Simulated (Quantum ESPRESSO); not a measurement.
# Hf: zone-centre phonons under several settings

```
CELL_PARAMETERS angstrom
3.19670 0.00000 0.00000
-1.59835 2.76842 0.00000
0.00000 0.00000 5.05780
ATOMIC_POSITIONS crystal
Hf 0.66667 0.33333 0.75000
Hf 0.33333 0.66667 0.25000
```

All runs used Quantum ESPRESSO 7.5; potentials PseudoDojo 0.4.1 SR LDA standard; k mesh 8 × 8 × 4; no spin polarisation; cutoff 789 eV; occupations cold, width 0.2 eV.

| level | geometry | volume (Å³/atom) | pressure (GPa) | lowest optical mode without the field (cm⁻¹) | highest optical mode without the field (cm⁻¹) |
| --- | --- | --- | --- | --- | --- |
| LDA | relaxed at 0 GPa | 20.60 | 0.0 | 69 | 137 |
| LDA | relaxed at 10 GPa | 19.19 | 10.0 | 59 | 148 |
| LDA | relaxed at 25 GPa | 17.64 | 25.0 | 32 | 159 |
| LDA | relaxed at 80 GPa | ? | 80.0 | ? | ? |

**Question.** What stands in the row left open?

**Answer.** Volume 14.19 Å³/atom; lowest optical mode without the field 61i cm⁻¹; highest optical mode without the field 264 cm⁻¹.

Values marked i are imaginary: the cell is unstable against those modes at that level, or the meshes are too thin.

Caveats: the mesh is thin for the phonons of a metal; the cell is more than 3 GPa from zero pressure, which shifts response properties (some runs); the volume moved by over 15 % at a fixed basis, so the end points are rough (some runs); some modes are imaginary (some runs).

For the row left open. Caveat: the mesh is thin for the phonons of a metal; some modes are imaginary; the volume moved by over 15 % at a fixed basis, so the end points are rough; the cell is more than 3 GPa from zero pressure, which shifts response properties.
